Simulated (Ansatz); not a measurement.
## Deforming WSe2

```xyz
6
Lattice="3.2900 0.0000 0.0000 -1.6450 2.8492 0.0000 0.0000 0.0000 12.9700" Properties=species:S:1:pos:R:3 pbc="T T T"
W     0.0000    1.8995    3.2425
W     1.6450    0.9497    9.7275
Se    0.0000    1.8995    8.0544
Se    1.6450    0.9497    1.5694
Se    0.0000    1.8995   11.4006
Se    1.6450    0.9497    4.9156
```

Atoms are numbered in the order listed.

Conventional cell: a = 3.290 Å, b = 3.290 Å, c = 12.970 Å, α = 90.00°, β = 90.00°, γ = 120.00°. W (atom 1) has 6 Se at 2.53 Å as nearest neighbours. Around Se (atom 3) lie 3 W at 2.53 Å.

The cell is COD entry 9009146, as deposited and not checked against the literature; nothing was relaxed.

No spin–orbit coupling, which matters for the heavy atoms here.

Computed with DFT, PBE, all-electron LAPW, scalar-relativistic (Ansatz 0.2.0).

Numerical set-up: a Γ-centred 11×11×3 k mesh, Fermi–Dirac smearing of 0.08 eV, basis error target 0.5 meV/atom, no spin polarisation.

The unchanged cell is at 3.75 GPa.

x, y and z are the Cartesian axes of the cell as listed; fractional coordinates follow a strain, and an engineering shear is twice the off-diagonal strain component.

Problem. One change gave: energy change +2 meV/atom; stress change (xx, yy, zz, yz, xz, xy) 0.05, 0.06, 0.06, 1.36, 1.36, 0.88 GPa, compression positive; change of the force on Se4 (-0.185, -0.143, -0.010) eV/Å; gap on the k mesh 0.95 → 0.95 eV. Which change was it?
A. equal xy, yz and zx engineering shear strains of +1 %
B. equal xy, yz and zx engineering shear strains of -2 %
C. equal xy, yz and zx engineering shear strains of -3 %
D. equal xy, yz and zx engineering shear strains of +3 %
E. equal xy, yz and zx engineering shear strains of -1 %
F. equal xy, yz and zx engineering shear strains of +2 %

Solution. E. For equal xy, yz and zx engineering shear strains of -3 %: energy change +21 meV/atom; stress change (xx, yy, zz, yz, xz, xy) 0.42, 0.50, 0.51, 4.16, 4.17, 2.71 GPa, compression positive; change of the force on Se4 (-0.597, -0.447, -0.097) eV/Å; gap on the k mesh 0.95 → 0.93 eV. For equal xy, yz and zx engineering shear strains of +2 %: energy change +9 meV/atom; stress change (xx, yy, zz, yz, xz, xy) 0.18, 0.22, 0.22, -2.65, -2.65, -1.69 GPa, compression positive; change of the force on Se4 (0.335, 0.271, -0.040) eV/Å; gap on the k mesh 0.95 → 0.95 eV. For equal xy, yz and zx engineering shear strains of -2 %: energy change +9 meV/atom; stress change (xx, yy, zz, yz, xz, xy) 0.19, 0.22, 0.22, 2.75, 2.75, 1.78 GPa, compression positive; change of the force on Se4 (-0.384, -0.292, -0.042) eV/Å; gap on the k mesh 0.95 → 0.94 eV. For equal xy, yz and zx engineering shear strains of +1 %: energy change +2 meV/atom; stress change (xx, yy, zz, yz, xz, xy) 0.05, 0.05, 0.06, -1.34, -1.34, -0.86 GPa, compression positive; change of the force on Se4 (0.173, 0.138, -0.010) eV/Å; gap on the k mesh 0.95 → 0.95 eV. For equal xy, yz and zx engineering shear strains of +3 %: energy change +20 meV/atom; stress change (xx, yy, zz, yz, xz, xy) 0.40, 0.49, 0.49, -3.93, -3.94, -2.50 GPa, compression positive; change of the force on Se4 (0.488, 0.400, -0.089) eV/Å; gap on the k mesh 0.95 → 0.95 eV.
